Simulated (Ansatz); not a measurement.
Phonon-limited resistivity of Mg$_{2}$Sn, calculated with Ansatz

Space group Fm-3m (No. 225), 3 atoms in the cell of the first input below: a = 4.770 Å, b = 4.770 Å, c = 4.770 Å, α = 60.00°, β = 60.00°, γ = 60.00°.

The structure is a measured one, not always of the ambient phase, relaxed without spin–orbit coupling to zero pressure (pressure 0.0 GPa with this functional, without spin–orbit coupling). Functional: PBEsol.

Input:

```yaml
crystal:
  lattice:
    - [0.0, 3.3728728996, 3.3728728996]
    - [3.3728728996, 0.0, 3.3728728996]
    - [3.3728728996, 3.3728728996, 0.0]
  atoms:
    - { symbol: Mg, position: [0.25, 0.25, 0.25] }
    - { symbol: Mg, position: [0.75, 0.75, 0.75] }
    - { symbol: Sn, position: [0.0, 0.0, 0.0] }
basis:
  ecutwfc: 420
  ecutrho_ratio: 4
kpoints:
  mp_grid: { grid: [10, 10, 10] }
hamiltonian:
  xc: pbesol
scf:
  occupations: { method: methfessel_paxton, width: 0.2 }
output: {}
phonons:
  supercell: [2, 2, 2]
  qpath:
    path:
      - [[0.0, 0.0, 0.0], [0.5, 0.0, 0.5], [0.625, 0.25, 0.625]]
      - [[0.375, 0.375, 0.75], [0.0, 0.0, 0.0], [0.5, 0.5, 0.5], [0.5, 0.25, 0.75], [0.5, 0.0, 0.5]]
    npoints: 6
  electrical_resistivity: { mesh: [20, 20, 20], temperatures: [50, 100, 200, 300, 500] }
  superconductivity: { mesh: [20, 20, 20], eliashberg_equations: false }
```

```bash
ansatz run input.yaml --threads 8 --pin off --max-ram 15360MiB --backend cpu --events-out ev --progress --plain --runs-dir out
```

Time: 120 s on 8 threads of Arm Neoverse V1 (shared host), peak memory 4.9 GiB.

λ_tr,xx from the finest mesh down: 0.107, 0.104, 7.346. The next coarser mesh moves the resistivity at 300 K by 13 % along the axis that moves most.

The run gives λ_tr,xx = 0.107 and a Drude plasma energy ħω_p,xx = 0.86 eV.

Task: Estimate the resistivity along x at 300 K from the high-temperature formula.

Result: ħ/τ = 2π λ_tr k_B T = 0.0174 eV and ρ = 1/(ε0 ω_p² τ) = 174.92 μΩ cm. The Boltzmann solution gives 122.33 μΩ cm, so the estimate is 43 % high.

| T (K) | ρ_xx (μΩ cm) | ρ_zz (μΩ cm) | formula, xx | R_H, field along z (10⁻¹¹ m³/C) |
| --- | --- | --- | --- | --- |
| 50 | 19.93 | 19.93 | 29.15 | – |
| 100 | 53.23 | 53.23 | 58.31 | – |
| 200 | 99.09 | 99.09 | 116.61 | -783 |
| 300 | 122.33 | 122.33 | 174.92 | – |
| 500 | 149.50 | 149.50 | 291.53 | – |

A dash marks a Hall coefficient that the run withholds.

At 50 K the solution is 0.68 times the linear formula, and at 500 K 0.51 times. The formula is meant for temperatures above the phonon energies and for bands that vary little within k_B T.

Caveats: few states lie at the Fermi level, as in a semimetal, so the smearing of 0.2 eV and the mesh draw its small Fermi surface poorly; in a semimetal R_H is a small difference of electron and hole terms, so even its sign is unsure; no spin-orbit coupling, which matters for these elements; not converged in the fine mesh; small supercell, couplings not converged in it; the program warns that its phonon interpolation lacks the long-range dipole term; the program warns that its phonon interpolation lacks the long-range quadrupole term.

The metallic resistivity conflicts with the known character of Mg$_{2}$Sn, a narrow-gap semiconductor. The likely cause is the semilocal functional, which pulls the Mg- and Sn-derived conduction band down to overlap the Sn 5p valence band. Spin-orbit coupling would not cure this, since it raises the top of the valence band.

Within this artificial semimetal, the resistivity is sizeable despite weak coupling (λ_tr,xx = 0.107) because the Drude weight is small. The Boltzmann result stays below the linear formula at every temperature, but probably for different reasons at the two ends. At 50 K many phonons are frozen out, whereas the sublinear rise at higher temperatures suggests that thermal broadening brings in more carriers and faster states near the band edges, which a fixed plasma energy misses.

The table therefore illustrates how the formula fails for a small Fermi surface, but does not predict the resistivity of real Mg$_{2}$Sn, where carrier density is set by doping and by thermal excitation across the gap.
